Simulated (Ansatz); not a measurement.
(100) slab cut from the bulk of BaTiO$_{3}$, 15 Å of vacuum:

```
CELL_PARAMETERS angstrom
3.96987 0.00000 0.00000
0.00000 3.96987 0.00000
0.00000 0.00000 24.92467
ATOMIC_POSITIONS crystal
Ba 0.50000 0.50000 0.30091
O 0.00000 0.00000 0.30091
Ti 0.00000 0.00000 0.38054
O 0.50000 0.00000 0.38054
O 0.00000 0.50000 0.38054
Ba 0.50000 0.50000 0.46018
O 0.00000 0.00000 0.46018
Ti 0.00000 0.00000 0.53982
O 0.50000 0.00000 0.53982
O 0.00000 0.50000 0.53982
Ba 0.50000 0.50000 0.61946
O 0.00000 0.00000 0.61946
Ti 0.00000 0.00000 0.69909
O 0.50000 0.00000 0.69909
O 0.00000 0.50000 0.69909
```

Method: DFT PBEsol, scalar-relativistic, plane waves, PAW in Ansatz 0.2.0. Settings: cutoff 420 eV, Γ-centred mesh 7×7×1 on the computed 15-atom cell, Gaussian smearing of 0.05 eV; no spin polarisation. The cell repeats along c with a dipole correction in the vacuum.

This base run converges in 11 iterations with a largest force of 2.346 eV/Å.

One setting at a time is then changed, some of them on purpose to poor values; changes count from the base run, energies are extrapolated to zero smearing, γ keeps the base's bulk energy, atoms stay where they are, a change of functional drops any dispersion correction, and risky runs are capped at 50 to 100 iterations.

Task: What does each change do? no dipole correction, vacuum of 15 Å; spin: collinear; functional r2SCAN (500 eV); occupations fermi-dirac 0.3 eV; occupations gaussian 0.01 eV; n_extra_bands = 30; k mesh 3×3×1; k mesh 7×7×3.

Result:
```
                              change outcome SCF iterations  ΔE (meV/atom)  Δγ (J/m²) largest force (eV/Å) largest change of a force (eV/Å)
no dipole correction, vacuum of 15 Å                converged              11           -1.4     -0.011                 2.506                             0.204
                     spin: collinear converged with warnings              17            0.0      0.000                 2.346                             0.000
          functional r2SCAN (500 eV) converged              11                                           2.288                             0.273
      occupations fermi-dirac 0.3 eV                converged               9           +5.6     +0.042                 2.418                             0.151
        occupations gaussian 0.01 eV                converged              10            0.0      0.000                 2.346                             0.000
                  n_extra_bands = 30                converged              11            0.0      0.000                 2.346                             0.000
                        k mesh 3×3×1                converged              10          +13.2     +0.101                 2.423                             0.078
                        k mesh 7×7×3                converged              11            0.0      0.000                 2.346                             0.000
```

Cost: 9 runs of about 14 core-minutes in all, on Arm Neoverse V1 (shared hosts).